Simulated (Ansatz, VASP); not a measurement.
One calculation of Zn, two programs

Contents of INCAR:

```
SYSTEM = Zn
PREC = Accurate
ENCUT = 520
EDIFF = 1E-6
ISMEAR = 0
SIGMA = 0.1
LREAL = .False.
LASPH = .True.
NELM = 60
ALGO = Fast
ISIF = 2
LWAVE = .False.
LCHARG = .False.
GGA = PS
NBANDS = 19
```

File KPOINTS:

```
regular mesh
0
Gamma
  9 9 4
  0 0 0
```

POSCAR

```
Zn
1.0
    2.6143598000      0.0000000000      0.0000000000
   -1.3071799000      2.2641020000      0.0000000000
    0.0000000000      0.0000000000      4.8731610200
Zn
2
Direct
    0.3333333300      0.6666666700      0.2500000000
    0.6666666700      0.3333333300      0.7500000000
```

Input for Ansatz:

```yaml
crystal:
  lattice:
    - [2.6143598, 0.0, 0.0]
    - [-1.3071799, 2.264102, 0.0]
    - [0.0, 0.0, 4.87316102]
  atoms:
    - { symbol: Zn, position: [0.33333333, 0.66666667, 0.25] }
    - { symbol: Zn, position: [0.66666667, 0.33333333, 0.75] }
basis:
  ecutwfc: 420
kpoints:
  mp_grid: { grid: [9, 9, 4] }
hamiltonian:
  xc: pbesol
  pseudopotentials: { kind: paw, azcp: { folder: soft_1 } }
scf:
  occupations: { method: gaussian, width: 0.1 }
output:
  forces: true
  stress: true
  eigenvalues: true
```

Alike in both runs: task single point; functional PBEsol; k mesh 9 × 9 × 4; occupations gaussian, width 0.1 eV; no spin polarisation.

|  | VASP | Ansatz |
| --- | --- | --- |
| version | VASP 6.6.1 | Ansatz 0.2.0 |
| potentials or method | VASP PAW PBE potentials, release 64 (Zn) | scalar-relativistic, plane waves, PAW |
| plane-wave cutoff (eV) | 520 | 420 |
| valence electrons in the cell | 24 | 24 |

Ansatz gave:

```
gap on the k mesh at the Fermi level (eV)       : none
pressure (GPa)                                  : -1.7
largest component of the traceless stress (GPa) : 0.73
```

Task: What did VASP give for the same quantities?

Result: gap on the k mesh at the Fermi level (eV): none; pressure (GPa): -0.8; largest component of the traceless stress (GPa): 0.97.

A gap of «none» marks a metal or a gap that the smearing closes. Ansatz warned: «pseudo_functional_mismatch».

Caveats: the PAW data sets were made with another functional, which shifts forces and pressure a little (VASP).
